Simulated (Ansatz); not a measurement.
# ZnS (Wurtzite-2H) under changes of volume

One of the cells (19.603 Å³/atom); the others are scaled copies at fixed shape and fractional positions:

```
Zn S
1.0
     3.81100    0.00000    0.00000
    -1.90550    3.30042    0.00000
     0.00000    0.00000    6.23400
Zn S
2 2
Direct
  0.66667 0.33333 0.50000
  0.33333 0.66667 0.00000
  0.66667 0.33333 0.88500
  0.33333 0.66667 0.38500
```

```yaml
Program: Ansatz 0.2.0
Functional: LDA
Potentials_or_basis: Ansatz PAW
Cutoff: "420 eV (not typed: the program's choice for these potentials)"
k_mesh: 8 × 8 × 5
Occupations: fermi-dirac, width 0.05 eV
Spin: no spin polarisation
```

| volume (Å³/atom) | energy over the lowest point (meV/atom) | pressure (GPa) | gap on the mesh (eV) | largest force (eV/Å) |
| --- | --- | --- | --- | --- |
| 18.427 | ? | ? | ? | ? |
| 18.819 | 0.00 | -0.8 | 2.19 | 0.345 |
| 19.211 | 4.08 | -2.5 | 2.09 | 0.319 |
| 19.603 | 11.90 | -3.9 | 1.99 | 0.295 |
| 19.995 | 23.04 | -5.2 | 1.90 | 0.272 |
| 20.387 | 37.16 | -6.3 | 1.80 | 0.251 |
| 20.779 | 53.93 | -7.4 | 1.72 | 0.231 |

Q: What does the run at 18.427 Å³/atom give?

A: Energy over the lowest point 0.11 meV/atom; pressure 1.0 GPa; gap on the mesh 2.29 eV; largest force 0.373 eV/Å.

Worked out: A Birch-Murnaghan fit of order 3 (a polynomial in V^(-2/3)) to the other rows has its minimum at 18.63 Å³/atom, just outside them, with B0 = V·E''(V) = 86 GPa and B' = 4.4 at fixed shape and positions, which overstates the stiffness. It gives 0.10 meV/atom at 18.427 Å³/atom, against the run's 0.11, and -dE/dV = 1.0 GPa, against 1.0. A straight line through the other rows of the gap, of slope -4.77 eV per unit of ln V (its deformation potential), extrapolates to 2.29 eV, against the run's 2.29.

Energies are extrapolated to zero smearing.

Caveats: odd divisions of the mesh miss points on the zone boundary, where band edges often lie, so the gap on the mesh can be too wide; the PAW data sets come from PBE, with cores solved anew for the run's functional, which leaves a small shift of forces and pressure.
